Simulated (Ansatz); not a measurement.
**Ag: energy along a strain**

Ag, Fm-3m, a = 4.086 Å (as given, not relaxed at this level: 4.7 GPa). Ansatz: PBE, PAW, 420 eV, Γ-centred 20×20×20 mesh on 1 atom, Gaussian smearing 0.15 eV; no spin polarisation. Cell vectors (Å): 0.000 2.043 2.043; 2.043 0.000 2.043; 2.043 2.043 0.000. The cell is strained by x per cent times the pattern (0 1 0 0 0 0) in the order xx yy zz yz xz xy (engineering shears), with fractional coordinates held. y is the free energy over the start, V0 = 17.057 Å³/atom.

```
x (%) y (meV/atom)
-2.00             ?
-1.50          9.25
-1.00          5.77
-0.50          2.68
 0.00          0.00
 0.50         -2.30
 1.00         -4.22
 1.50         -5.78
 1.75         -6.42
 2.00         -6.98
```

**Question.** Fit y = c1 x + c2 x² + c3 x³ to the other rows, get the stiffness along the pattern, and predict the missing energy.

**Answer.** Least squares on the rows shown. y = −4.980 x + 0.7719 x² − 0.01325 x³. The clamped-ion stiffness p·C·p = 2 × 7.719 eV × 160.2 / 17.057 Å³ = 145 GPa, which is C22 in these axes (C11 of the cubic crystal) (second derivative at the start, which stands under stress). At x = -2.00 the fit asked for gives 13.15 meV/atom. The run gave 13.16 meV/atom, so the fit is 0.01 meV/atom too low, a small miss on the scale of the series.